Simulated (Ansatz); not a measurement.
# Ba (beta tin type): the cost of one run

Program: Ansatz 0.2.0. Level of theory: DFT PBE, with the methods named in each step. These are calculated values, not measurements.

## (1) The structure to begin with

Symmetry: I4_1/amd, No. 141, tetragonal system. The conventional cell has a = 7.646 Å, b = 7.646 Å, c = 4.136 Å, α = 90.00°, β = 90.00°, γ = 90.00°. Ba (site symmetry -4m2) is surrounded by 6 Ba at 3.96 to 4.14 Å.

Coordinates:

```xyz
2
Lattice="-3.8231 3.8231 2.0679 3.8231 -3.8231 2.0679 3.8231 3.8231 -2.0679" Properties=species:S:1:pos:R:3 pbc="T T T"
Ba    0.0000   -1.9115   -0.5170
Ba    0.0000    1.9115    0.5170
```

Whether this phase is the stable one at these pressures isn't tested.

Atoms are numbered in the order of the input: Ba1, Ba2.

## (2) The reference volume, LAPW

input.yaml

```yaml
crystal:
  lattice:
    - [-3.8230913268, 3.8230913268, 2.0678817372]
    - [3.8230913268, -3.8230913268, 2.0678817372]
    - [3.8230913268, 3.8230913268, -2.0678817372]
  atoms:
    - { symbol: Ba, position: [-0.375, -0.125, -0.25] }
    - { symbol: Ba, position: [0.375, 0.125, 0.25] }
kpoints:
  mp_grid: { grid: [10, 10, 10] }
  band_path:
    path:
      - [0.0, 0.0, 0.0]
      - [0.0, 0.0, 0.5]
      - [-0.5, 0.5, 0.5]
      - [0.0, 0.0, 0.0]
      - [0.3231411962, 0.3231411962, -0.3231411962]
      - [-0.3231411962, 0.6768588038, 0.3231411962]
      - [-0.5, 0.5, 0.5]
      - [0.0, 0.0, 0.5]
      - [0.25, 0.25, 0.25]
    npoints: 14
scf:
  occupations: { method: fermi_dirac, width: 0.08 }
hamiltonian:
  xc: pbe
  pseudopotentials: { kind: all_electron, lapw: { basis_error: 0.001 } }
output:
  forces: true
  stress: true
  eigenvalues: true
  populations: true
  dos: { projected: true, de: 0.2, e_range: [-14, 8] }
```

The run is started by

```bash
> ansatz run input.yaml --threads 1 --pin off --max-ram 2048MiB --backend cpu --events-out ev --progress --plain --runs-dir out
```

**Question.** How long does this run take on 1 thread of Arm Neoverse V1, shared host, and how much memory does it need?

About 36 s, with a peak of 0.38 GiB.
